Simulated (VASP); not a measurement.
# BiS (R-3m) in VASP: notebook

The runs below take BiS through single point, with PBE.

All numbers are computed with VASP 6.6.1; they aren't measurements. Logs are shortened: lines on timing, memory, paths and dates and some standing lists are left out, and cuts for length are marked.

### Step 1. The undisturbed crystal

It takes space group R-3m (No. 166, trigonal). Conventional cell: a = 4.219 Å, b = 4.219 Å, c = 10.501 Å, α = 90.00°, β = 90.00°, γ = 120.00°. Around Bi (site symmetry -3m) lie 6 S at 3.00 Å. S (site symmetry -3m) is surrounded by 6 Bi at 3.00 Å.

The cell was built by a generator and needn't be a form met in nature.

### Step 2. Single point, PBE, 24.86 Å³/atom (strain = -0.04)

INCAR reads:

```
  PREC = Accurate
  ENCUT = 520
  EDIFF = 1E-6
  ISMEAR = -1
  SIGMA = 0.05
  LREAL = F
  LASPH = T
  NELM = 80
  ALGO = Normal
  ISIF = 2
  LWAVE = F
  LCHARG = F
  GGA = PE
```

KPOINTS reads:

```
regular mesh
0
Gamma
  8 8 8
```

POSCAR reads:

```
BiS
1.0
    2.0249000352      1.1690765760      3.5004874800
   -2.0249000352      1.1690765760      3.5004874800
    0.0000000000     -2.3381531616      3.5004874800
Bi S
1 1
Direct
    0.0000000000      0.0000000000      0.0000000000
    0.5000000000      0.5000000000      0.5000000000
```

Potentials or basis: VASP PAW PBE potentials, release 64 (Bi_d, S).

Command:

```
cat potpaw_PBE.64/Bi_d/POTCAR potpaw_PBE.64/S/POTCAR > POTCAR
mpirun -np 1 vasp_std > vasp.out
```

OUTCAR:

```text
PREC = Accurate
   ENCUT = 520
   EDIFF = 1E-6
   ISMEAR = -1
   LREAL = F
   LASPH = T
   NELM = 80
   ISIF = 2
   GGA = PE

 ion  position               nearest neighbor table
   1  0.000  0.000  0.000-   2 2.92   2 2.92   2 2.92   2 2.92   2 2.92   2 2.92
   2  0.500  0.500  0.500-   1 2.92   1 2.92   1 2.92   1 2.92   1 2.92   1 2.92

  LATTYP: Found a trigonal (rhomboedric) cell.
 ALAT       =     4.2095573153
 COS(alpha) =     0.5372309383

  Lattice vectors:

 A1 = (   2.0249000352,   1.1690765760,   3.5004874800)
 A2 = (  -2.0249000352,   1.1690765760,   3.5004874800)
 A3 = (   0.0000000000,  -2.3381531616,   3.5004874800)

Analysis of symmetry for initial positions (statically):
=====================================================================
 Subroutine PRICEL returns:
 Original cell was already a primitive cell.

 Routine SETGRP: Setting up the symmetry group for a
 trigonal (rhombohedral) supercell.

 Subroutine GETGRP returns: Found 12 space group operations
 (whereof 12 operations were pure point group operations)
 out of a pool of 12 trial point group operations.

The static configuration has the point symmetry D_3d.

Analysis of symmetry for dynamics (positions and initial velocities):
=====================================================================
 Subroutine PRICEL returns:
 Original cell was already a primitive cell.

 Routine SETGRP: Setting up the symmetry group for a
 trigonal (rhombohedral) supercell.

 Subroutine GETGRP returns: Found 12 space group operations
 (whereof 12 operations were pure point group operations)
 out of a pool of 12 trial point group operations.

The dynamic configuration has the point symmetry D_3d.

 Subroutine INISYM returns: Found 12 space group operations
 (whereof 12 operations are pure point group operations),
 and found     1 'primitive' translations

----------------------------------------------------------------------------------------

                                     Primitive cell

  volume of cell :      49.7195

  direct lattice vectors                    reciprocal lattice vectors
     2.024900035  1.169076576  3.500487480     0.246925770  0.142562660  0.095224832
    -2.024900035  1.169076576  3.500487480    -0.246925770  0.142562660  0.095224832
     0.000000000 -2.338153162  3.500487480     0.000000000 -0.285125320  0.095224832

  length of vectors
     4.209557315  4.209557315  4.209557317     0.300606415  0.300606415  0.300606415

  position of ions in fractional coordinates (direct lattice)
     0.000000000  0.000000000  0.000000000
     0.500000000  0.500000000  0.500000000

  ion indices of the primitive-cell ions
   primitive index   ion index
                 1           1
                 2           2

----------------------------------------------------------------------------------------

 KPOINTS: regular mesh

Automatic generation of k-mesh.
 Grid dimensions read from file:
 generate k-points for:    8    8    8

 Generating k-lattice:

  Cartesian coordinates                     Fractional coordinates (reciprocal lattice)
     0.030865721  0.017820332  0.011903104     0.125000000  0.000000000 -0.000000000
    -0.030865721  0.017820332  0.011903104     0.000000000  0.125000000 -0.000000000
     0.000000000 -0.035640665  0.011903104     0.000000000  0.000000000  0.125000000

  Length of vectors
     0.037575802  0.037575802  0.037575802

  Shift w.r.t. Gamma in fractional coordinates (k-lattice)
     0.000000000  0.000000000  0.000000000

 Subroutine IBZKPT returns following result:
 ===========================================

 Found     65 irreducible k-points:

 Following reciprocal coordinates:
            Coordinates               Weight
  0.000000  0.000000  0.000000      1.000000
  0.125000  0.000000 -0.000000      6.000000
  0.250000  0.000000 -0.000000      6.000000
  0.375000  0.000000 -0.000000      6.000000
  0.500000  0.000000 -0.000000      3.000000
  0.125000  0.125000 -0.000000      6.000000
[... 16 lines left out ...]
  0.250000  0.125000  0.125000      6.000000
  0.375000  0.125000  0.125000      6.000000
 [... further k-points ...]
   k-points           NKPTS =     65   k-points in BZ     NKDIM =     65   number of bands    NBANDS=     14
   number of dos      NEDOS =    301   number of ions     NIONS =      2
   total plane-waves  NPLWV =  32768
   dimension x,y,z NGX =    32 NGY =   32 NGZ =   32
   dimension x,y,z NGXF=    64 NGYF=   64 NGZF=   64
   ions per type =               1   1
   NGX,Y,Z   is equivalent  to a cutoff of  12.64, 12.64, 12.64 a.u.
   NGXF,Y,Z  is equivalent  to a cutoff of  25.28, 25.28, 25.28 a.u.
 SYSTEM =  unknown system
   PREC   = accura    normal or accurate (medium, high low for compatibility)
   ISTART =      0    job   : 0-new  1-cont  2-samecut
   ICHARG =      2    charge: 1-file 2-atom 10-const
   ISPIN  =      1    spin polarized calculation?
   LNONCOLLINEAR =      F non collinear calculations
   LSORBIT =      F    spin-orbit coupling
   LASPH  =      T    aspherical Exc in radial PAW
   ENCUT  =  520.0 eV  38.22 Ry    6.18 a.u.   7.83  7.83  7.83*2*pi/ulx,y,z
   NELM   =     80;   NELMIN=  2; NELMDL= -5     # of ELM steps
   EDIFF  = 0.1E-05   stopping-criterion for ELM
   LREAL  =      F    real-space projection
[... 7 lines left out ...]
   TEBEG  =    0.0;   TEEND  =   0.0 temperature during run
   PSTRESS=    0.0 pullay stress
   NELECT =      21.0000    total number of electrons
   NUPDOWN=      -1.0000    fix difference up-down
   EMIN   =  10.00;   EMAX   =-10.00  energy-range for DOS
   EFERMI =   0.00;   METHOD = LEGACY
   ISMEAR =    -1;   SIGMA  =   0.05  broadening in eV -4-tet -1-fermi 0-gaus
   EFERMI_NEDOS =   21; number of points for ismear=-14 and -15
   IALGO  =     38    algorithm
   IMIX   =      4    mixing-type and parameters
     AMIX     =   0.40;   BMIX     =  1.00
     AMIX_MAG =   1.60;   BMIX_MAG =  1.00
  volume/ion in A,a.u.               =      24.86       167.76
  Fermi-wavevector in a.u.,A,eV,Ry     =   1.228304  2.321158 20.527523  1.508730
  Thomas-Fermi vector in A             =   2.363234
   LORBIT       =      0    0 simple, 1 ext, 2 COOP (PROOUT), +10 PAW based schemes
   GGA     = PE    functional components
   LHFCALC =     F    Hartree Fock is set to
   AEXX    =    0.0000 exact exchange contribution
   IVDW    =     0    specifies the selected vdW correction
   LEPSILON=     F    determine dielectric tensor
   LRPA    =     F    only Hartree local field effects (RPA)
 non-spin polarized calculation
  energy-cutoff  :      520.00
  volume of cell :       49.72
 maximum number of plane-waves:      1376
   NGX = 15   NGY = 15   NGZ = 15

 number of electron      20.9999996 magnetization

 Free energy of the ion-electron system (eV)
  ---------------------------------------------------
  ext. energy  EPLUGINS =         0.00000000
  ---------------------------------------------------
  free energy    TOTEN  =        -8.12553770 eV

  energy without entropy =       -8.11195728  energy(sigma->0) =       -8.11874749

 E-fermi :   7.7229     XC(G=0): -10.1431

 val. band max:        7.7227664773   @ k =   0.5000   0.1250   0.1250
 cond. band min:       7.7272830413   @ k =  -0.2500   0.1250   0.0000
 fundamental gap:      0.0045165641
 Fermi energy:         7.7229060863

 k-point     1 :       0.0000    0.0000    0.0000
  band No.  band energies     occupation
      1     -15.9069      2.00000
      2     -15.8993      2.00000
      3     -15.8993      2.00000
      4     -15.8917      2.00000
      5     -15.8917      2.00000
      6      -7.8043      2.00000
      7      -0.9517      2.00000
      8       3.8066      2.00000
      9       4.3020      2.00000
     10       4.3020      2.00000
     11      10.6293      0.00000
     12      10.6293      0.00000
     13      10.7027      0.00000
     14      12.5015      0.00000

 k-point     2 :       0.1250    0.0000   -0.0000
  band No.  band energies     occupation
      1     -15.9045      2.00000
      2     -15.8992      2.00000
      3     -15.8960      2.00000
      4     -15.8924      2.00000
      5     -15.8922      2.00000
      6      -7.6396      2.00000
      7      -1.3553      2.00000
      8       3.8993      2.00000
      9       4.3294      2.00000
     10       4.4693      2.00000
     11       9.5766      0.00000
     12       9.9297      0.00000
     13       9.9592      0.00000
     14      12.8788      0.00000

 k-point     3 :       0.2500    0.0000   -0.0000
  band No.  band energies     occupation
      1     -15.9051      2.00000
      2     -15.8985      2.00000
      3     -15.8976      2.00000
      4     -15.8889      2.00000
      5     -15.8829      2.00000
      6      -7.1633      2.00000
      7      -2.3301      2.00000
      8       4.0883      2.00000
      9       4.4198      2.00000
     10       4.8761      2.00000
     11       8.0086      0.00658
     12       8.7005      0.00000
     13       8.7482      0.00000
     14      13.0681      0.00000

 k-point     4 :       0.3750    0.0000   -0.0000
  band No.  band energies     occupation
      1     -15.9098      2.00000
      2     -15.9027      2.00000
      3     -15.8966      2.00000
      4     -15.8810      2.00000
      5     -15.8719      2.00000
      6      -6.4614      2.00000
      7      -3.4604      2.00000
      8       4.3249      2.00000
      9       4.5600      2.00000
     10       5.3476      2.00000
     11       6.7785      2.00000
     12       7.6784      1.41793
     13       7.8181      0.25942
     14      13.9739      0.00000

 k-point     5 :       0.5000    0.0000   -0.0000
  band No.  band energies     occupation
      1     -15.9119      2.00000
      2     -15.9044      2.00000
      3     -15.8962      2.00000
      4     -15.8773      2.00000
      5     -15.8673      2.00000
      6      -5.9694      2.00000
      7      -4.1156      2.00000
      8       4.4631      2.00000
      9       4.6415      2.00000
     10       5.7941      2.00000
     11       6.0687      2.00000
[... 276 lines left out ...]
 k-point    22 :       0.1250    0.1250    0.1250
  band No.  band energies     occupation
      1     -15.9058      2.00000
      2     -15.8990      2.00000
      3     -15.8990      2.00000
      4     -15.8908      2.00000
      5     -15.8908      2.00000
      6      -7.6523      2.00000
      7      -1.4358      2.00000
      8       4.1496      2.00000
      9       4.3487      2.00000
     10       4.3487      2.00000
     11       9.7526      0.00000
     12      10.0179      0.00000
     13      10.0179      0.00000
     14      12.7196      0.00000

 k-point    23 :       0.2500    0.1250    0.1250
  band No.  band energies     occupation
      1     -15.9037      2.00000
      2     -15.8994      2.00000
      3     -15.8955      2.00000
      4     -15.8934      2.00000
      5     -15.8873      2.00000
      6      -7.3918      2.00000
      7      -1.9662      2.00000
      8       3.5826      2.00000
      9       4.6343      2.00000
     10       4.9631      2.00000
     11       8.4563      0.00000
     12       8.8870      0.00000
     13      10.2038      0.00000
     14      13.1204      0.00000

 k-point    24 :       0.3750    0.1250    0.1250
  band No.  band energies     occupation
      1     -15.9063      2.00000
      2     -15.8985      2.00000
      3     -15.8965      2.00000
      4     -15.8840      2.00000
      5     -15.8836      2.00000
      6      -6.8422      2.00000
      7      -2.8307      2.00000
      8       3.1416      2.00000
      9       4.7592      2.00000
     10       5.5333      2.00000
     11       7.2296      1.99990
     12       7.9755      0.01272
     13       9.6300      0.00000
     14      13.5548      0.00000

 [... further k-points ...]

------------------------ aborting loop because EDIFF is reached ----------------------------------------

  FORCE on cell =-STRESS in cart. coord.  units (eV):
  Direction    XX          YY          ZZ          XY          YZ          ZX
  --------------------------------------------------------------------------------------
  -------------------------------------------------------------------------------------
  Total        0.8893418      0.8893418      1.7248135      0.0000000     -0.0000000      0.0000000
  in kB       28.6584687     28.6584686     55.5810048      0.0000000     -0.0000001      0.0000000
  external PRESSURE =      37.6326474 kB  Pullay stress =       0.0000000 kB

 VOLUME and BASIS-vectors are now :
 -----------------------------------------------------------------------------
  energy-cutoff  :      520.00
  volume of cell :       49.72
      direct lattice vectors                 reciprocal lattice vectors
     2.024900035  1.169076576  3.500487480     0.246925770  0.142562660  0.095224832
    -2.024900035  1.169076576  3.500487480    -0.246925770  0.142562660  0.095224832
     0.000000000 -2.338153162  3.500487480     0.000000000 -0.285125320  0.095224832

 POSITION                                       TOTAL-FORCE (eV/Angst)
 -----------------------------------------------------------------------------------
      0.00000      0.00000      0.00000         0.000000      0.000000      0.000000
      0.00000     -0.00000      5.25073        -0.000000     -0.000000     -0.000000
 -----------------------------------------------------------------------------------
    total drift:                               -0.000000     -0.000000     -0.000000

  FREE ENERGIE OF THE ION-ELECTRON SYSTEM (eV)
  ---------------------------------------------------
  free  energy   TOTEN  =        -8.1255376975 eV

  energy  without entropy=       -8.1119572770  energy(sigma->0) =       -8.11874749
```

Run time: 19 s. Hardware: 1 thread of AMD EPYC 9R45 (Zen 5), shared host; peak memory 0.17 GiB.

Results:

```yaml
Free_energy: -8.1255 eV
Pressure: 3.8 GPa
Band_gap_on_the_k_mesh: none (metal or under the smearing width)
```

Caveat: spin-orbit coupling is left out, which moves the levels of the heavy elements.

### Step 3. Single point, PBE, 25.91 Å³/atom (strain = -0.02)

INCAR is that of step 2.

KPOINTS is that of step 2.

POSCAR reads:

```
BiS
1.0
    2.0670854526      1.1934323380      3.5004874800
   -2.0670854526      1.1934323380      3.5004874800
    0.0000000000     -2.3868646858      3.5004874800
Bi S
1 1
Direct
    0.0000000000      0.0000000000      0.0000000000
    0.5000000000      0.5000000000      0.5000000000
```

Potentials or basis: VASP PAW PBE potentials, release 64 (Bi_d, S).

Command:

```
cat potpaw_PBE.64/Bi_d/POTCAR potpaw_PBE.64/S/POTCAR > POTCAR
mpirun -np 1 vasp_std > vasp.out
```

It took 20 s on 1 thread of AMD EPYC 9R45 (Zen 5), shared host; peak memory 0.17 GiB.

It converged, with:

```
Free energy            : -8.1482 eV
Pressure               : 1.0 GPa
Band gap on the k mesh : none (metal or under the smearing width)
```

Caveat: spin-orbit coupling is left out, which moves the levels of the heavy elements.
